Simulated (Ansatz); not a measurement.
# Sb: the cost of one run

Program: Ansatz 0.2.0. Level of theory: DFT PBE, scalar-relativistic, plane waves, PAW, unless a step names another level. These are calculated values, not measurements.

1 further run of the same task is left out (set aside as unsound or not needed). Runs told in other sessions of the task aren't counted.

### 1 The starting structure

Symmetry: Pm-3m, No. 221, cubic system. Conventional cell: a = 3.110 Å, b = 3.110 Å, c = 3.110 Å, α = 90.00°, β = 90.00°, γ = 90.00°. Sb (site symmetry m-3m) is surrounded by 6 Sb at 3.11 Å.

Structure file:

```
Sb
1.0
     3.10956    0.00000    0.00000
     0.00000    3.10956    0.00000
     0.00000    0.00000    3.10955
Sb
1
Direct
  0.00000 0.00000 0.00000
```

It is the end of an earlier relaxation with the same method, from a generated guess; it needn't be the stable form of this composition. At a tolerance of 0.05 Å it has space group Pm-3m (No. 221); it has 30.07 Å³/atom, an uncorrected energy of +0.05 eV/atom over the standard state.

### 2 Electronic structure at the relaxed geometry

Input file input.yaml:

```yaml
crystal:
  lattice:
    - [3.1095603946, 0.0, 0.0]
    - [0.0, 3.1095603946, 0.0]
    - [0.0, 0.0, 3.1095455702]
  atoms:
    - { symbol: Sb, position: [0.0, 0.0, 0.0] }
basis:
  ecutwfc: 420
kpoints:
  mp_grid: { grid: [18, 18, 18] }
  band_path:
    path:
      - [[0.0, 0.0, 0.0], [0.0, 0.50000079, 0.0], [0.50000079, 0.50000079, 0.0], [0.0, 0.0, 0.0], [0.50000079, 0.50000079, 0.49999841], [0.0, 0.50000079, 0.0]]
      - [[0.50000079, 0.50000079, 0.49999841], [0.50000079, 0.50000079, 0.0]]
    npoints: 14
hamiltonian:
  xc: pbe
scf:
  occupations: { method: gaussian, width: 0.1 }
  n_extra_bands: 6
output:
  forces: true
  stress: true
  eigenvalues: true
  populations: true
  dos: { projected: true, de: 0.02, nscf_kmesh: { grid: [22, 22, 22] } }
  bader: true
  write_density: true
  write_potential: true
  elf: true
  volumetric_format: npy
```

Run with:

```console
ansatz run input.yaml --threads 1 --pin off --max-ram 2560MiB --backend cpu --events-out ev --progress --plain --runs-dir out
```

**Question.** How long does this run take on 1 thread of Arm Neoverse N1, shared host, and how much memory does it need?

About 25 s, with a peak of 0.35 GiB.
